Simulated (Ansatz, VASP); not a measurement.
# Si in VASP and in Ansatz

```
CELL_PARAMETERS angstrom
0.00000 2.70097 2.70097
2.70097 0.00000 2.70097
2.70097 2.70097 0.00000
ATOMIC_POSITIONS crystal
Si 0.75000 0.75000 0.75000
Si 0.50000 0.50000 0.50000
```

Alike in both runs: task relaxation of cell and atoms; functional LDA; k mesh 12 × 12 × 12; occupations gaussian, width 0.02 eV; no spin polarisation.

|  | VASP | Ansatz |
| --- | --- | --- |
| version | VASP 6.6.1 | Ansatz 0.2.0 |
| potentials or method | VASP PAW LDA potentials, release 64 (Si) | scalar-relativistic, plane waves, PAW |
| plane-wave cutoff (eV) | 600 | 420 |
| valence electrons in the cell | 8 | 8 |

|  | VASP | Ansatz | Ansatz less VASP |
| --- | --- | --- | --- |
| gap on the k mesh at the Fermi level, each at its own relaxed structure (eV) | 0.44 | 0.44 | +0.001 |
| relaxed volume (Å³/atom) | 19.72 | 19.70 | -0.011 |
| relaxed cell length with the largest relative difference (Å) | 3.820 | 3.820 | -0.0007 |
